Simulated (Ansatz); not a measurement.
## What DFT gives for MgF$_{2}$

```yaml
crystal:
  lattice:
    - [4.66643, 0.00000, 0.00000]
    - [0.00000, 4.66643, 0.00000]
    - [0.00000, 0.00000, 3.07934]
  atoms:
    - { symbol: Mg, position: [0.00000, 0.00000, 0.00000] }
    - { symbol: Mg, position: [0.50000, 0.50000, 0.50000] }
    - { symbol: F, position: [0.30300, 0.30300, 0.00000] }
    - { symbol: F, position: [0.19700, 0.80300, 0.50000] }
    - { symbol: F, position: [0.69700, 0.69700, 0.00000] }
    - { symbol: F, position: [0.80300, 0.19700, 0.50000] }
```

The numbers come from plane-wave PAW DFT (Ansatz): r2SCAN, no spin polarisation, 500 eV, 6×6×8 Γ-centred k points, fermi-dirac occupations (width 0.1 eV). Nothing was relaxed.

Problem. Is there a gap, and of what kind?

Solution. The gap is 7.86 eV, direct at the points sampled. A semilocal functional usually gives too small a gap.

Problem. Is the cell too large or too small?

Solution. The pressure is -3.0 GPa (compression positive), so with the atoms held at these fractions the cell would first shrink.

Problem. Are the atoms at rest?

Solution. Nearly at rest: the largest force is 0.043 eV/Å.

Problem. What do density and ELF say about some of the short contacts?

Solution. Mg–F at 2.00 Å: least valence density 0.27 e/Å³ and ELF 0.04 there, a closed-shell (ionic or weak) contact. These are pseudo-fields; inside the PAW spheres they differ from the all-electron ones.

Problem. How is the charge shared?

Solution. Bader charges in e: Mg +1.80, F -0.90. In the mean Mg gives up most and F takes most.

Origin: a database entry at a rescaled volume.
